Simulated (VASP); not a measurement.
# Y (Fm-3m) in VASP: settings compared, part 2 of 2

VASP 6.6.1. Earlier steps stand in the parts before.

## (3) Density of states, r2SCAN (cell strained at random at fixed volume)

Contents of run.py:

```python
from ase.calculators.vasp import Vasp
from ase.dft.dos import DOS
from ase.io import read

atoms = read('POSCAR')
calc = Vasp(
    directory='calc',
    xc='r2scan',
    pp='PBE',
    setups='minimal',
    prec='Accurate',
    encut=500,
    ediff=1e-07,
    ismear=1,
    sigma=0.1,
    lreal=False,
    lasph=True,
    nelm=60,
    algo='Normal',
    isif=2,
    lwave=False,
    lcharg=False,
    lmaxmix=4,
    lmixtau=True,
    lorbit=10,
    kpts=[9, 9, 9],
    gamma=True,
)
atoms.calc = calc

print('energy (eV):', atoms.get_potential_energy())
print('free energy (eV):', atoms.get_potential_energy(force_consistent=True))
print('forces (eV/A):')
print(atoms.get_forces())
print('stress (eV/A^3, Voigt):', atoms.get_stress())
print('Fermi level (eV):', calc.get_fermi_level())
dos = DOS(calc, width=0.2, window=(-10, 10), npts=201)
print('E - E_F (eV), DOS (1/eV)')
for e, g in zip(dos.get_energies(), dos.get_dos()):
    print(f'{e:8.3f} {g:10.4f}')
```

Contents of POSCAR:

```
Y
1.0
   -0.0428140000      2.5710750000      2.5513560000
    2.5214830000     -0.0371720000      2.5457140000
    2.4946920000      2.5386430000     -0.0103820000
Y
1
Direct
    0.0091470000     -0.0171050000      0.0075730000
```

Potentials or basis: VASP PAW PBE potentials, release 64 (Y_sv).

The run is started by

```console
python run.py
```

Run time: 10 min. Hardware: 1 thread of Intel Xeon Platinum 8259CL at 2.50GHz (Skylake/Cascade Lake), shared host; peak memory 0.29 GiB.

Results (log left out):

| Property | Result |
| --- | --- |
| Free energy | -20.2236 eV |
| Pressure | 0.1 GPa |
| Band gap on the k mesh | none (metal or under the smearing width) |
| Valence electrons inside the program's atomic spheres | Y 9.40 |

Stress tensor (GPa, compression positive):
```
 0.24  0.97  0.21
 0.97 -0.01  0.08
 0.21  0.08  0.05
```

Levels at points of the mesh, in eV from the Fermi level:
| k point | band 2 | band 3 | band 4 | band 5 | band 6 | band 7 | band 8 | band 9 |
| --- | --- | --- | --- | --- | --- | --- | --- | --- |
| (0.00, 0.00, 0.00) | -23.34 | -23.34 | -23.32 | -5.02 | 1.82 | 1.96 | 2.15 | 3.98 |

States per cell in windows of 0.5 eV (zero at the Fermi level; states under -8 eV left out):
```tsv
from (eV)	total	Y1_d	Y1_p	Y1_s	Y1_f
-8.0	0.00	0.00	0.00	0.00	0.00
-7.5	0.00	0.00	0.00	0.00	0.00
-7.0	0.00	0.00	0.00	0.00	0.00
-6.5	0.00	0.00	0.00	0.00	0.00
-6.0	0.00	0.00	0.00	0.00	0.00
-5.5	0.00	0.00	0.00	0.00	0.00
-5.0	0.03	0.00	0.00	0.01	0.00
-4.5	0.04	0.00	0.00	0.01	0.00
-4.0	0.09	0.00	0.01	0.02	0.00
-3.5	0.14	0.00	0.02	0.03	0.00
-3.0	0.16	0.01	0.02	0.03	0.00
-2.5	0.31	0.04	0.05	0.05	0.00
-2.0	0.31	0.08	0.03	0.04	0.00
-1.5	0.58	0.17	0.07	0.05	0.00
-1.0	0.43	0.18	0.05	0.01	0.00
-0.5	0.89	0.39	0.13	0.01	0.00
0.0	0.72	0.29	0.15	0.00	0.00
0.5	0.74	0.35	0.12	0.00	0.01
1.0	0.86	0.43	0.13	0.01	0.01
1.5	0.40	0.24	0.04	0.00	0.00
2.0	0.64	0.46	0.01	0.00	0.00
2.5	0.70	0.50	0.02	0.00	0.01
3.0	0.83	0.58	0.04	0.01	0.01
3.5	0.29	0.20	0.02	0.00	0.00
4.0	0.64	0.48	0.04	0.00	0.01
4.5	0.21	0.17	0.01	0.00	0.00
5.0	0.77	0.62	0.05	0.01	0.01
5.5	0.21	0.19	0.01	0.00	0.00
6.0	0.00	0.00	0.00	0.00	0.00
6.5	0.00	0.00	0.00	0.00	0.00
7.0	0.00	0.00	0.00	0.00	0.00
7.5	0.00	0.00	0.00	0.00	0.00
```

Caveat: the PAW data sets were made with another functional, which shifts forces and pressure a little.

## (4) Density of states, LDA

Contents of run.py:

```python
from ase import Atoms
from ase.calculators.vasp import Vasp
from ase.dft.dos import DOS

atoms = Atoms(
    ['Y'],
    cell=[[0.0, 2.5519910612, 2.5519910612], [2.5519910612, 0.0, 2.5519910612], [2.5519910612, 2.5519910612, 0.0]],
    scaled_positions=[[0.0, 0.0, 0.0]],
    pbc=True,
)
calc = Vasp(
    directory='calc',
    xc='lda',
    pp='LDA',
    setups='materialsproject',
    prec='Accurate',
    encut=520,
    ediff=1e-06,
    ismear=0,
    sigma=0.1,
    lreal=False,
    lasph=True,
    nelm=80,
    algo='Normal',
    isif=2,
    lwave=False,
    lcharg=False,
    lmaxmix=4,
    lorbit=11,
    kpts=[9, 9, 9],
    gamma=True,
    nbands=12,
)
atoms.calc = calc

print('energy (eV):', atoms.get_potential_energy())
print('free energy (eV):', atoms.get_potential_energy(force_consistent=True))
print('forces (eV/A):')
print(atoms.get_forces())
print('stress (eV/A^3, Voigt):', atoms.get_stress())
print('Fermi level (eV):', calc.get_fermi_level())
dos = DOS(calc, width=0.1, window=(-10, 10), npts=301)
print('E - E_F (eV), DOS (1/eV)')
for e, g in zip(dos.get_energies(), dos.get_dos()):
    print(f'{e:8.3f} {g:10.4f}')
```

Potentials or basis: VASP PAW LDA potentials, release 64 (Y_sv).

The run is started by

```console
python run.py
```

The program printed:

```text
energy (eV): -6.8768531
free energy (eV): -6.88161051
forces (eV/A):
[[0. 0. 0.]]
stress (eV/A^3, Voigt): [ 0.02866084  0.02866084  0.02866084 -0.         -0.         -0.        ]
Fermi level (eV): 2.85693026
E - E_F (eV), DOS (1/eV)
 -10.000     0.0000
  -9.933     0.0000
  -9.867     0.0000
  -9.800     0.0000
  -9.733     0.0000
  -9.667     0.0000
[... 293 lines left out ...]
   9.933     0.6046
  10.000     1.0744
```

INCAR:

```text
ENCUT = 520.000000
SIGMA = 0.100000
EDIFF = 1.00e-06
ALGO = Normal
PREC = Accurate
ISIF = 2
ISMEAR = 0
LMAXMIX = 4
LORBIT = 11
NBANDS = 12
NELM = 80
LASPH = .TRUE.
LCHARG = .FALSE.
LWAVE = .FALSE.
LREAL = .FALSE.
```

Run time: 16 s. Hardware: 1 thread of Intel Xeon Platinum 8259CL at 2.50GHz (Skylake/Cascade Lake), shared host; peak memory 0.16 GiB.

Results:

| Item | Value |
| --- | --- |
| Free energy | -6.8816 eV |
| Pressure | -4.6 GPa |
| Band gap on the k mesh | none (metal or under the smearing width) |
| Valence electrons inside the program's atomic spheres | Y 9.44 |

Levels at points of the mesh, in eV from the Fermi level:
```tsv
k point	band 3	band 4	band 5	band 6	band 7	band 8
(0.00, 0.00, 0.00)	-22.37	-22.37	-4.75	1.66	1.66	1.66
```

States per cell in windows of 0.5 eV (zero at the Fermi level; states under -8 eV left out):
```csv
from (eV),total,Y1_d,Y1_p,Y1_s,Y1_f
-8.0,0.00,0.00,0.00,0.00,0.00
-7.5,0.00,0.00,0.00,0.00,0.00
-7.0,0.00,0.00,0.00,0.00,0.00
-6.5,0.00,0.00,0.00,0.00,0.00
-6.0,0.00,0.00,0.00,0.00,0.00
-5.5,0.00,0.00,0.00,0.00,0.00
-5.0,0.00,0.00,0.00,0.00,0.00
-4.5,0.05,0.00,0.00,0.01,0.00
-4.0,0.10,0.00,0.01,0.03,0.00
-3.5,0.11,0.00,0.01,0.03,0.00
-3.0,0.14,0.01,0.02,0.03,0.00
-2.5,0.29,0.04,0.04,0.06,0.00
-2.0,0.37,0.09,0.04,0.05,0.00
-1.5,0.34,0.11,0.03,0.04,0.00
-1.0,0.62,0.25,0.06,0.03,0.00
-0.5,0.72,0.34,0.09,0.01,0.00
0.0,1.08,0.47,0.20,0.00,0.01
0.5,0.65,0.31,0.11,0.01,0.01
1.0,1.03,0.53,0.15,0.01,0.01
1.5,0.47,0.31,0.03,0.00,0.00
2.0,0.84,0.61,0.03,0.00,0.01
2.5,0.67,0.47,0.03,0.01,0.01
3.0,0.62,0.44,0.04,0.01,0.01
3.5,0.54,0.41,0.03,0.00,0.01
4.0,0.58,0.47,0.02,0.00,0.01
4.5,0.79,0.63,0.05,0.01,0.01
5.0,1.06,0.92,0.03,0.01,0.01
5.5,0.36,0.21,0.06,0.04,0.01
6.0,0.53,0.29,0.09,0.07,0.01
6.5,0.14,0.06,0.03,0.03,0.00
7.0,0.59,0.26,0.11,0.15,0.02
7.5,0.26,0.09,0.07,0.07,0.01
```

## (5) The runs side by side

```csv
task,level,potentials or basis,cell,cutoff (eV),smearing,gap on the mesh (eV),pressure (GPa)
equation of state,PBE+D4,"VASP PAW PBE potentials, release 64 (Y_sv)",as given,520,methfessel-paxton 0.2 eV,-,-
density of states,r2SCAN,"VASP PAW PBE potentials, release 64 (Y_sv)",cell strained at random at fixed volume,500,methfessel-paxton 0.1 eV,none,0.1
density of states,LDA,"VASP PAW LDA potentials, release 64 (Y_sv)",as given,520,gaussian 0.1 eV,none,-4.6
```

Alike in all rows: no spin polarisation; k mesh 9 × 9 × 9.

Caveats: the PAW data sets were made with another functional, which shifts forces and pressure a little (some runs).

Total energies depend on the potentials used, so only differences within one code and one set of settings carry meaning.
